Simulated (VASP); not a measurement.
Input of a VASP 6.6.1 run:

File INCAR:

```
PREC     = Accurate       # precision mode
ENCUT    = 520            # plane-wave cutoff, eV
EDIFF    = 1E-6           # SCF threshold, eV
ISMEAR   = 0              # smearing method
SIGMA    = 0.02           # smearing width, eV
LREAL    = F              # projectors in reciprocal space
LASPH    = T              # aspherical terms in the spheres
NELM     = 80             # most SCF steps
ALGO     = Normal         # electronic algorithm
ISIF     = 2              # what is computed and relaxed
LWAVE    = F              # write WAVECAR
LCHARG   = T              # write CHGCAR
GGA      = PS             # functional
LELF     = T              # ELF
LVHAR    = T            
NBANDS   = 26             # bands
```

File KPOINTS:

```
Automatic mesh
0
Gamma
  9 9 6
```

File POSCAR:

```
ZnS
1.0
    3.7814465092      0.0000000000      0.0000000000
   -1.8907232546      3.2748287400      0.0000000000
    0.0000000000      0.0000000000      6.2087146531
Zn S
2 2
Direct
    0.3333333333      0.6666666667      0.0054424479
    0.6666666667      0.3333333333      0.5054424479
    0.3333333333      0.6666666667      0.3795575521
    0.6666666667      0.3333333333      0.8795575521
```

Potentials or basis: VASP PAW PBE potentials, release 64 (Zn, S).

Run with:

```console
$ cat potpaw_PBE.64/Zn/POTCAR potpaw_PBE.64/S/POTCAR > POTCAR
$ mpirun -np 1 vasp_std > vasp.out
```

(1) Estimate the pressure.

(2) Predict the band gap on the k mesh.

Results:

(1) 0.2 GPa.

(2) 2.16 eV.

Caveat: the PAW data sets were made with another functional, which shifts forces and pressure a little.

**Measured values to compare with.**

From a printed reference work, monograph, for a bulk crystal of ZnS at 4 K: band gap 3.911 eV (direct).

Measured gap of ZnS: 3.911 eV (direct; 4 K; a printed reference work, monograph). This calculation gives 2.16 eV (-1.75 eV). The value is that of PBEsol, without temperature or zero-point motion. Semilocal functionals fall short of measured gaps as a rule.
